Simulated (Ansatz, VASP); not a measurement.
# SnO2 in two plane-wave programs, part 2 of 2

Aim: how closely do two programs agree when they are given the same cell, functional and k mesh? The cell is taken from a series of runs on this material, whose earlier steps may have relaxed, scaled, displaced or heated it; both programs get it as it stands.

VASP 6.6.1 and Ansatz 0.2.0.

So far. Step 2 (VASP: single point, HSE06): The run ends at a pressure of -2.58 GPa, with forces up to 0.086 eV/Å.

**3. Ansatz: single point, HSE06**

Level of this step: Ansatz beside VASP: Kohn-Sham DFT, plane waves, HSE06 (Ansatz).

Ansatz runs on its PAW soft_1 files.

The same cell, functional and mesh now go to Ansatz, which takes its cutoff from its data sets.

Input file input.yaml:

```yaml
crystal:
  lattice:
    - [4.73514617, 0.0, 0.0]
    - [0.0, 5.75091223, 0.0]
    - [0.0, 0.0, 5.2733498212]
  atoms:
    - { symbol: Sn, position: [0.5, 0.6646147171, 0.75] }
    - { symbol: Sn, position: [0.0, 0.8353852829, 0.25] }
    - { symbol: Sn, position: [0.5, 0.3353852829, 0.25] }
    - { symbol: Sn, position: [0.0, 0.1646147171, 0.75] }
    - { symbol: O, position: [0.7286180175, 0.6081109417, 0.0787713174] }
    - { symbol: O, position: [0.2286180175, 0.8918890583, 0.9212286826] }
    - { symbol: O, position: [0.7713819825, 0.8918890583, 0.5787713174] }
    - { symbol: O, position: [0.2713819825, 0.6081109417, 0.4212286826] }
    - { symbol: O, position: [0.7286180175, 0.3918890583, 0.5787713174] }
    - { symbol: O, position: [0.2286180175, 0.1081109417, 0.4212286826] }
    - { symbol: O, position: [0.7713819825, 0.1081109417, 0.0787713174] }
    - { symbol: O, position: [0.2713819825, 0.3918890583, 0.9212286826] }
kpoints:
  mp_grid: { grid: [4, 2, 4] }
  band_path:
    path:
      - [0.0, 0.0, 0.0]
      - [0.5, 0.0, 0.0]
      - [0.5, 0.5, 0.0]
      - [0.0, 0.5, 0.0]
      - [0.0, 0.0, 0.5]
      - [0.5, 0.0, 0.5]
      - [0.5, 0.5, 0.5]
      - [0.0, 0.5, 0.5]
      - [0.4, 0.0, 0.0]
    npoints: 1
hamiltonian:
  xc: hse06
  pseudopotentials: { kind: paw, azcp: { folder: soft_1 } }
scf:
  occupations: { method: fixed }
  n_extra_bands: 8
output:
  eigenvalues: true
  write_density: true
  write_potential: true
  elf: true
  volumetric_format: npy
```

The run is started by

```sh
> ansatz run input.yaml --threads 2 --pin off --max-ram 92160MiB --backend cuda --events-out ev --progress --plain --runs-dir out --devices 1 --max-vram 13GiB
```

Numbers of over 12 decimals in the logs are rounded to 6 here.

Log:

```text
scf.n_extra_bands = 8 over 52 filled bands (N_el = 104.0): the run solves 60 bands
GPUs: using 1 of 1 available (devices: 1).
Engine: ansatz 0.2.0, x86_64-unknown-linux-gnu
Pseudopotentials: kind: paw
Pseudopotential: Sn, paw, valence charge 14, recommended cutoff 420 eV (normal), soft_1/Sn.paw.azcp
Pseudopotential: O, paw, valence charge 6, recommended cutoff 420 eV (normal), soft_1/O.paw.azcp
Functional definition: HSE06
  parameter a = 0.25
  parameter omega = 0.11/bohr
  exchange = pbe_x - a*pbe_x_sr(omega) + a*exact_x_sr(omega)
  correlation = pbe_c
davidson cushion auto → on  (no smearing: the cushion is to keep the highest requested band from converging to the state above it; pin scf.eigensolver.cushion to override)
device memory: the entry about to start is reckoned to put 1.8 GiB on a device that reports 29.3 GiB free (of which the cap on the GPU budget leaves the run 13.0 GiB)
GPU FFT provider: cuFFT
GPU libraries: cuBLAS 13.8.2, cuFFT 12.4.0, cuSOLVER 12.3.4
Crystal: 12 atoms, lattice volume = 143.601 Å³
Basis set: ecut = 420 eV, 2829 PW (Γ)
Bands: 60, of which v1, the nominal top of the filled ones, is band 52 counted from 1 (51 counted from 0)
Symmetry: 8 space group operations
Space group: Pbcn (ITA 60), of the structure as read, at distance tolerance 5.2e-5 Å
k-points: 18 of 32
Non-local potential: Sn, projectors of the file, l = 0: 2, l = 1: 2, l = 2: 2, l = 3: 1
Non-local potential: O, projectors of the file, l = 0: 2, l = 1: 2, l = 2: 1
PAW form: soft (Blöchl's): semilocal exchange-correlation on the pseudo side does not see the compensation charge
PAW frozen core: Sn, regenerated for the run's functional, and the local potential with it (the file was generated under x = pbe(κ = 0.804, μ = 0.219515), c = pbe(β = 0.066725))
PAW frozen core: O, regenerated for the run's functional, and the local potential with it (the file was generated under x = pbe(κ = 0.804, μ = 0.219515), c = pbe(β = 0.066725))
PAW one-centre angular grid: Sn, 590 points (default); XC on 64 Gauss nodes
PAW one-centre angular grid: O, 110 points (default); XC on 96 Gauss nodes
Initial density: superposition of atomic densities (chi_scale 0.1, normalization cell, long waves kept (reshape's long-wave potential 0.00 eV rms))
Initial wavefunctions: pseudopotential atomic-orbital guess
GPU buffer pool allocated for 46080 grid points (all kernels)
GPU transforms: local potential and band sums: pruned to the plane-wave sphere, on 32×40×36
Functional: x = pbe(κ = 0.804, μ = 0.219515), c = pbe(β = 0.066725), warm-up for x = pbe(κ = 0.804, μ = 0.219515) + 0.25 (exact − pbe) at short range (hse, ω = 0.207870 Å⁻¹), c = pbe(β = 0.066725); HSE06 as pw.x's `hse` composes it (authors' and Libxc's form: `xc: wpbeh`)
SCF iter   1: F=—  HF=-28637.396481 eV  |F-HF|=—  |Δ(HF+E_count)|=         —  Δρ=8.00e-2  dr2=7.09e0  ethr=1.00e-1  ⟨swp⟩=4.0  Hψ=3308  notcnv=0
preconditioner: auto → none  [insulator: Δε(μ)=1.778 eV  Ē_g=18.723 eV  n_scr=38 (ndim 8)  ℏωp=31.6 eV  f_vac=0.000]
SCF iter   2: F=—  HF=-28636.098059 eV  |F-HF|=—  |Δ(HF+E_count)|=    1.30e0  Δρ=4.21e-2  dr2=1.08e0  ethr=6.82e-3  ⟨swp⟩=3.4  Hψ=2858  notcnv=0
SCF iter   3: F=—  HF=-28635.972594 eV  |F-HF|=—  |Δ(HF+E_count)|=   1.25e-1  Δρ=1.44e-2  dr2=2.12e-1  ethr=1.04e-3  ⟨swp⟩=3.0  Hψ=2884  notcnv=0
SCF iter   4: F=—  HF=-28635.986699 eV  |F-HF|=—  |Δ(HF+E_count)|=   1.41e-2  Δρ=6.60e-3  dr2=3.62e-2  ethr=2.04e-4  ⟨swp⟩=2.4  Hψ=2392  notcnv=0
iter 5 solved again at ethr=1.04e-6 eV; its pass at ethr=3.48e-5 eV (dr2=1.08e-3 eV) is discarded
SCF iter   5: F=—  HF=-28635.989755 eV  |F-HF|=—  |Δ(HF+E_count)|=   3.06e-3  Δρ=1.11e-3  dr2=9.76e-4  ethr=1.04e-6  ⟨swp⟩=4.4  Hψ=6000  notcnv=0
eigensolver tolerance schedule: the retry pair's looser diagonalisation over-reported the residual by 0.11 of it (diagonalisation noise at 0.11 of the residual, at the tolerance the schedule requests for it); recorded, not acted on — ethr = c·dr2/N_el stays at c = 1.0e-1
SCF iter   6: F=-28635.990244 eV  HF=-28635.990267 eV  |F-HF|=2.25e-5  |Δ(HF+E_count)|=   5.12e-4  Δρ=2.02e-4  dr2=4.76e-5  ethr=9.39e-7  ⟨swp⟩=3.0  Hψ=2897  notcnv=0
SCF 1 stopped early in 6 iterations: F = -28635.990244 eV  dr2 = 4.76e-5
  greatest PAW one-centre occupation: 0.996 electrons in one spin orbital (limit 2), on the Sn atom at site 3 (counted from 0), in its partial waves of l = 2
device memory: the entry about to start is reckoned to put 2.6 GiB (of the 2.7 GiB reckoned in all, the device holds 0.1 GiB already) on a device that reports 29.2 GiB free (of which the cap on the GPU budget leaves the run 12.9 GiB)
GPU FFT provider: cuFFT
GPU libraries: cuBLAS 13.8.2, cuFFT 12.4.0, cuSOLVER 12.3.4
Initial density: handed on by an earlier stage of this run
Initial wavefunctions: those handed on with the density
GPU buffer pool allocated for 46080 grid points (all kernels)
GPU transforms: local potential and band sums: pruned to the plane-wave sphere, on 32×40×36
Functional: x = pbe(κ = 0.804, μ = 0.219515) + 0.25 (exact − pbe) at short range (hse, ω = 0.207870 Å⁻¹), c = pbe(β = 0.066725); HSE06 as pw.x's `hse` composes it (authors' and Libxc's form: `xc: wpbeh`)
Exchange kernel: α = 0.2500, screened, ω = 0.2079 Å⁻¹, Wigner–Seitz truncation, v(0) = 1016.8437 eV·Å³, q-mesh 4×2×4, nearest image of the exchange supercell L = 11.50 Å, pair-density grid 30×36×32, without the augmentation charges, whose exchange is taken in its separable form by FFT convolution over the k-point mesh (sized by the pseudopotential files, 32×40×36 at the most), smooth part of the exact exchange by density-matrix convolution in up to 3.07 GiB of GPU memory as planned if the GPU has room (build and FFT work areas not counted)
Frozen-core exchange: fock
SCF iter   1: F=—  HF=-28651.111316 eV  |F-HF|=—  |Δ(HF+E_count)|=         —  Δρ=9.63e-3  dr2=9.38e-2  ethr=4.58e-7  ⟨swp⟩=8.1  Hψ=6422  notcnv=0
preconditioner: auto → none  [insulator: Δε(μ)=3.019 eV  Ē_g=20.936 eV  n_scr=38 (ndim 8)  ℏωp=31.6 eV  f_vac=0.028]
SCF iter   2: F=—  HF=-28651.080298 eV  |F-HF|=—  |Δ(HF+E_count)|=   3.10e-2  Δρ=2.60e-3  dr2=1.08e-2  ethr=4.58e-7  ⟨swp⟩=5.0  Hψ=4402  notcnv=0
SCF iter   3: F=—  HF=-28651.129018 eV  |F-HF|=—  |Δ(HF+E_count)|=   4.87e-2  Δρ=1.36e-3  dr2=2.27e-3  ethr=4.58e-7  ⟨swp⟩=5.0  Hψ=4613  notcnv=0
SCF iter   4: F=—  HF=-28651.128289 eV  |F-HF|=—  |Δ(HF+E_count)|=   7.29e-4  Δρ=8.57e-5  dr2=8.07e-5  ethr=4.58e-7  ⟨swp⟩=3.8  Hψ=3440  notcnv=0
SCF iter   5: F=-28651.128880 eV  HF=-28651.128909 eV  |F-HF|=2.92e-5  |Δ(HF+E_count)|=   6.20e-4  Δρ=1.74e-4  dr2=4.08e-5  ethr=4.38e-9  ⟨swp⟩=6.1  Hψ=4703  notcnv=0  defer=10
SCF 2 stopped early in 5 iterations: F = -28651.128880 eV  dr2 = 4.08e-5
hybrid outer 1: dexx = +5.416e-2 eV, tail = 3.26e-4 eV
GPU FFT provider: cuFFT
GPU libraries: cuBLAS 13.8.2, cuFFT 12.4.0, cuSOLVER 12.3.4
GPU buffer pool allocated for 46080 grid points (all kernels)
GPU transforms: local potential and band sums: pruned to the plane-wave sphere, on 32×40×36
Exchange kernel: α = 0.2500, screened, ω = 0.2079 Å⁻¹, Wigner–Seitz truncation, v(0) = 1016.8437 eV·Å³, q-mesh 4×2×4, nearest image of the exchange supercell L = 11.50 Å, pair-density grid 30×36×32, without the augmentation charges, whose exchange is taken in its separable form by FFT convolution over the k-point mesh (sized by the pseudopotential files, 32×40×36 at the most), smooth part of the exact exchange by density-matrix convolution in up to 3.07 GiB of GPU memory as planned if the GPU has room (build and FFT work areas not counted)
Frozen-core exchange: fock
SCF iter   1: F=—  HF=-28651.126522 eV  |F-HF|=—  |Δ(HF+E_count)|=         —  Δρ=6.97e-5  dr2=5.63e-6  ethr=1.57e-6  ⟨swp⟩=3.3  Hψ=2475  notcnv=0
preconditioner: auto → none  [insulator: Δε(μ)=3.030 eV  Ē_g=20.976 eV  n_scr=38 (ndim 8)  ℏωp=31.6 eV  f_vac=0.030]
SCF iter   2: F=—  HF=-28651.126538 eV  |F-HF|=—  |Δ(HF+E_count)|=   1.61e-5  Δρ=4.33e-5  dr2=2.30e-6  ethr=3.61e-9  ⟨swp⟩=5.0  Hψ=4329  notcnv=0
iter 3 solved again at ethr=5.26e-11 eV; its pass at ethr=2.03e-9 eV (dr2=5.47e-8 eV) is discarded
SCF iter   3: F=-28651.126537 eV  HF=-28651.126537 eV  |F-HF|=8.70e-9  |Δ(HF+E_count)|=   5.56e-7  Δρ=1.10e-5  dr2=8.19e-8  ethr=5.26e-11  ⟨swp⟩=4.0  Hψ=5618  notcnv=0
SCF 3 converged in 3 iterations: F = -28651.126537 eV  dr2 = 8.19e-8
  greatest PAW one-centre occupation: 0.996 electrons in one spin orbital (limit 2), on the Sn atom at site 2 (counted from 0), in its partial waves of l = 2
hybrid outer 2: dexx = +1.046e-5 eV, tail = 3.94e-7 eV, Δε = 3.36e-3 eV (about 1.47e-4 eV left of the loop's levels)
device memory: the entry about to start is reckoned to put 1.0 GiB on a device that reports 13.1 GiB free (of which the cap on the GPU budget leaves the run 13.0 GiB)
NSCF: frozen V_eff on 9 k-points
hybrid SCF converged: 2 outer / 8 inner (+6 warm-up), last move |dexx| = 1.05e-5 eV, tail = 3.94e-7 eV
Stability not checked: this state was not tested for a lower state beside it, because the functional holds exact exchange (a hybrid, or Hartree-Fock), whose exchange loop this test does not read (fock_operator; see scf.lower_state_search)
Free energy (F): -28651.126535 eV
Frozen-core exchange: fock
Harris-Foulkes:  -28651.126535 eV  (|F-HF|=8.70e-9)
Internal energy: -28651.126535 eV  (E = F + TS)
E sigma→0 (E₀):  -28651.126535 eV
Fermi energy:    7.879656 eV
--- Per-component energies (eV) ---
  E_band       = -435.408255
  E_kinetic    = 2040.683421
  E_local      = -6213.533538  (includes V_loc(G=0)·N_el)
  E_nonlocal   = 980.609341
  E_hartree    = 2844.588423
  E_xc         = -859.161130
  E_vxc        = -836.292995  (∫ρ·V_xc dr)
  E_exx        = -304.038317  (= α·E_x^exact, valence–valence)
  E_paw        = -18727.191763  (= ΣΔE_a)
  E_vpaw       = -1487.979132  (= ΣTr[D̂ρ^β])
  E_aug_tail   = 0.007668  (compensation charges beyond the density's cutoff)
  E_ewald      = -8413.912867
  E_core_change = 0.822226  (= ΣΔE_core)
  E_smearing   = -0.000000  (= −TS)
  E_closure    = -0.000000  (closes the sum)
  Σ components = -28651.126535   (vs F -28651.126535, Δ=0.00e0)
--- Band table (eV; the first three rows and the last of 18) ---
  k-point 0: bands = [... 48 lower, 7.4869, 7.7740, 7.8048, 7.8797, 10.9093, 16.0790, 16.2327, 16.5407, ... 4 higher]
  k-point 1: bands = [... 48 lower, 7.3958, 7.7802, 7.7877, 7.7890, 12.1562, 15.7244, 16.0417, 16.5973, ... 4 higher]
  k-point 2: bands = [... 48 lower, 7.6528, 7.6528, 7.7782, 7.7782, 14.1766, 14.1766, 16.0716, 16.0716, ... 4 higher]
  k-point 17: bands = [... 48 lower, 7.4932, 7.4932, 7.4932, 7.4932, 15.2658, 15.2658, 15.2658, 15.2658, ... 4 higher]
```

The column dr2 measures how far the density is from self-consistency, as an energy; F and HF (Harris–Foulkes) agree once it is small.

**4. Side by side**

Known differences besides the potentials themselves: exact exchange at q = 0 is treated differently, which shows on coarse meshes; VASP keeps PBE cores, Ansatz makes them for the functional; fixed occupations in Ansatz, narrow Gaussian smearing in VASP; the cutoff is 420 eV in Ansatz and 520 eV in VASP; VASP takes a coarser grid for exact exchange (PRECFOCK = Fast). Total energies have different zeros and are not compared.

The two programs side by side:

```csv
quantity,Ansatz,VASP,difference
gap on the k mesh (eV),3.030,3.023,+0.006
```

A gap on the mesh is an upper bound, since the band edges may lie between its points.

**5. Outcome**

| Property | Result |
| --- | --- |
| difference in gap on the k mesh (single point, HSE06) | 0.0063 eV |

**Reading.** The difference in gap on the k mesh is 0.0063 eV (single point, HSE06), within the 0.08 eV picked in this series as the mark of a large difference. Such differences can come from data sets, numerical settings and the points named under the comparisons, not from the functional's error against experiment.

[Lines on the potential files, build, host, timing and source positions are cut from VASP's logs without a mark.]

[Logs are printed without paths, hosts, clocks, repeated set-up lines and the standing remarks that a program may print on its own settings, such as how far it seeks lower states.]

[Hosts, paths, dates, database ids (printed as entryN), source tags and the programs' standing remarks are cut or masked in the printed files.]
